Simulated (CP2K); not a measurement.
KCl (Sylvite):

```
CELL_PARAMETERS angstrom
4.44978 0.00000 0.00000
2.22489 3.85362 0.00000
2.22489 1.28454 3.63323
ATOMIC_POSITIONS crystal
K 0.00000 0.00000 0.00000
Cl 0.50000 0.50000 0.50000
```

Base run:

```yaml
Program: CP2K 2026.2
Functional: RPBE
Potentials_or_basis: POTENTIAL_UZH K GTH-PBE-q9, Cl GTH-PBE-q7; TZVP-MOLOPT-PBE-GTH basis
Density_cutoff: 6123 eV
k_mesh: 7 × 7 × 7
Occupations: gaussian, width 0.1 eV
Spin: no spin polarisation
```

Its results: band gap on the k mesh 5.51 eV, direct; pressure 2.3 GPa.

The run is repeated on the same cell with these changes: functional from RPBE to PBEsol. What comes out?

Band gap on the k mesh 4.98 eV, direct; pressure -0.3 GPa.

PBEsol binds more tightly than RPBE, so the same cell stands under less pressure.

Caveats: the potentials were made for another functional, which shifts forces and pressure; an odd mesh through Γ misses points on the zone boundary, where band edges often lie; the basis of atomic orbitals isn't converged, which shifts pressures, moduli and gaps.

Not every run made on this cell is shown here.
